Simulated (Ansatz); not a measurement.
# CdTe under changes of volume

One of the cells (32.922 Å³/atom); the others are scaled copies at fixed shape and fractional positions:

```
Te Cd
1.0
     0.00000    3.20500    3.20500
     3.20500    0.00000    3.20500
     3.20500    3.20500    0.00000
Te Cd
1 1
Direct
  0.75000 0.75000 0.75000
  0.00000 0.00000 0.00000
```

* Program: Ansatz 0.2.0
* Functional: HSEsol
* Potentials or basis: Ansatz PAW
* Cutoff: 420 eV (not typed: the program's choice for these potentials)
* k mesh: 4 × 4 × 4
* Occupations: fermi-dirac, width 0.05 eV
* Spin: no spin polarisation

| volume (Å³/atom) | energy over the lowest point (meV/atom) | pressure (GPa) | gap on the mesh (eV) |
| --- | --- | --- | --- |
| 30.947 | 48.80 | 5.4 | 1.85 |
| 31.605 | 29.50 | 4.0 | 1.77 |
| 32.263 | 15.46 | 2.8 | 1.70 |
| 32.922 | ? | ? | ? |
| 33.580 | 1.18 | 0.7 | 1.57 |
| 34.239 | 0.00 | -0.1 | 1.50 |
| 34.897 | 2.21 | -0.9 | 1.44 |

Question: What does the run at 32.922 Å³/atom give?

Answer: Energy over the lowest point 6.21 meV/atom; pressure 1.7 GPa; gap on the mesh 1.63 eV.

Worked out: A Birch-Murnaghan fit of order 3 (a polynomial in V^(-2/3)) to the other rows has its minimum at 34.13 Å³/atom with B0 = V·E''(V) = 44 GPa and B' = 4.7. It gives 6.19 meV/atom at 32.922 Å³/atom, against the run's 6.21, and -dE/dV = 1.7 GPa, against 1.7. A straight line through the other rows of the gap, of slope -3.39 eV per unit of ln V (its deformation potential), gives 1.64 eV, against the run's 1.63.

Energies are extrapolated to zero smearing.

Caveats: some runs use coarse meshes; spin-orbit coupling is left out, which moves the levels of the heavy elements; the PAW data sets come from PBE, with cores solved anew for the run's functional, which leaves a small shift of forces and pressure; the thresholds are loose for stress.
